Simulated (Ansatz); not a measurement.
# CaF2: the cost of one run

Computed with Ansatz 0.2.0 (DFT PBE, scalar-relativistic, plane waves, PAW, unless a step names another level, unless a step's input says otherwise).

1 further run of the same task is left out (set aside as unsound or not needed).

## Step 1: The system as given

It takes space group Fm-3m (No. 225, cubic). Conventional cell: a = 5.511 Å, b = 5.511 Å, c = 5.511 Å, α = 90.00°, β = 90.00°, γ = 90.00°. Ca (site symmetry m-3m) is surrounded by 8 F at 2.39 Å. F (site symmetry -43m) is surrounded by 4 Ca at 2.39 Å.

Structure file:

```xyz
3
Lattice="0.0000 2.7554 2.7554 2.7554 0.0000 2.7554 2.7554 2.7554 0.0000" Properties=species:S:1:pos:R:3 pbc="T T T"
Ca    0.0000    0.0000    0.0000
F     4.1331    4.1331    4.1331
F     1.3777    1.3777    1.3777
```

The cell was relaxed beforehand at this level, from a distorted copy of a database structure. At a tolerance of 0.02 Å it has space group Fm-3m (No. 225); it has 13.95 Å³/atom, an uncorrected energy of -3.92 eV/atom over the elements and, on its mesh, gap 7.14 eV.

## Step 2: Band edges anywhere in the zone

input.yaml reads:

```yaml
crystal:
  lattice:
    - [0.0, 2.7553796608, 2.7553796608]
    - [2.7553796608, 0.0, 2.7553796608]
    - [2.7553796608, 2.7553796608, 0.0]
  atoms:
    - { symbol: Ca, position: [0.0, 0.0, 0.0] }
    - { symbol: F, position: [0.75, 0.75, 0.75] }
    - { symbol: F, position: [0.25, 0.25, 0.25] }
basis:
  ecutwfc: 420
kpoints:
  mp_grid: { grid: [8, 8, 8] }
  band_path: { path: [VBM, CBM], npoints: 2 }
hamiltonian:
  xc: pbe
scf:
  occupations: { method: gaussian, width: 0.02 }
output:
  forces: false
  stress: false
  eigenvalues: true
checkpoint:
  read: start.run
  write: ck
  compress: false
  write_wavefunctions: false
  write_every: 100000
```

Started as:

```bash
$ ansatz run input.yaml --threads 1 --pin off --max-ram 2048MiB --backend cpu --events-out ev --progress --plain --runs-dir out
```

Q: Estimate wall time and peak memory on 1 thread of Intel Xeon Platinum 8259CL at 2.50GHz (Skylake/Cascade Lake), shared host.

About 3.4 s, with a peak of 0.41 GiB.
